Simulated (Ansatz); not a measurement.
Given:

GeO2:
```cif
data_Ge2O4
_chemical_formula_sum 'Ge2 O4'
_space_group_name_H-M_alt 'P42/mnm'
_space_group_IT_number 136
_space_group_name_Hall '-P 4n 2n'
_cell_length_a 4.42793
_cell_length_b 4.42793
_cell_length_c 2.88427
_cell_angle_alpha 90.000
_cell_angle_beta 90.000
_cell_angle_gamma 90.000
loop_
_atom_site_label
_atom_site_type_symbol
_atom_site_symmetry_multiplicity
_atom_site_Wyckoff_symbol
_atom_site_fract_x
_atom_site_fract_y
_atom_site_fract_z
_atom_site_occupancy
Ge1 Ge 2 a 0.00000 0.00000 0.00000 1
O1 O 4 f 0.30630 0.30630 0.00000 1
```

This is the PBEsol-relaxed structure.

Problem. All from DFT-PBEsol in the program Ansatz with PAW potentials, unless another level is named. Estimate the hole effective mass.

Solution. 1.1, 1.1, 1.8 mₑ (principal values).

Problem. Predict the formation energy from the elements (no fitted shifts).

Solution. -1.70 eV/atom.

Problem. Give the HSE06 gap on the PBEsol cell.

Solution. 3.54 eV.

Problem. What about the electron effective mass with spin–orbit coupling?

Solution. 0.20, 0.24, 0.24 mₑ (principal values).

Problem. Next, the gap with spin–orbit coupling?

Solution. 1.57 eV.

Space group P4_2/mnm (rutile). The PBEsol relaxation kept the symmetry of its start; of distortions, only those at the zone centre were tested. The references are the lowest solids computed at this level, not always the standard phases (solids in place of the gases). Spin–orbit coupling is left out wherever it is not named.

Potentials: the later of the program's two PAW sets.
